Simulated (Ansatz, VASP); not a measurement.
**Two plane-wave programs on MgO**

```
Mg O
1.0
     0.00000    2.06773    2.06773
     2.06773    0.00000    2.06773
     2.06773    2.06773    0.00000
Mg O
1 1
Direct
  0.00000 0.00000 0.00000
  0.50000 0.50000 0.50000
```

Alike in both runs: functional PBE; k mesh 10 × 10 × 10; occupations gaussian, width 0.02 eV; no spin polarisation.

Ansatz relaxed the structure, and its values are those at the end. VASP's run is a single point on that final structure, the one shown.

|  | VASP | Ansatz |
| --- | --- | --- |
| version | VASP 6.6.1 | Ansatz 0.2.0 |
| potentials or method | VASP PAW PBE potentials, release 64 (Mg, O) | scalar-relativistic, plane waves, PAW |
| plane-wave cutoff (eV) | 520 | 420 |
| valence electrons in the cell | 8 | 16 |

|  | VASP | Ansatz | Ansatz less VASP |
| --- | --- | --- | --- |
| gap on the k mesh at the Fermi level (eV) | 5.28 | 5.30 | +0.015 |
| least direct gap on the mesh (eV) | 5.28 | 5.30 | +0.015 |
| pressure (GPa) | 14.3 | 15.0 | +0.69 |

The two sets of potentials don't hold the same shells in valence.

Expect the measured gap to be larger: semilocal functionals such as PBE lack the derivative discontinuity.
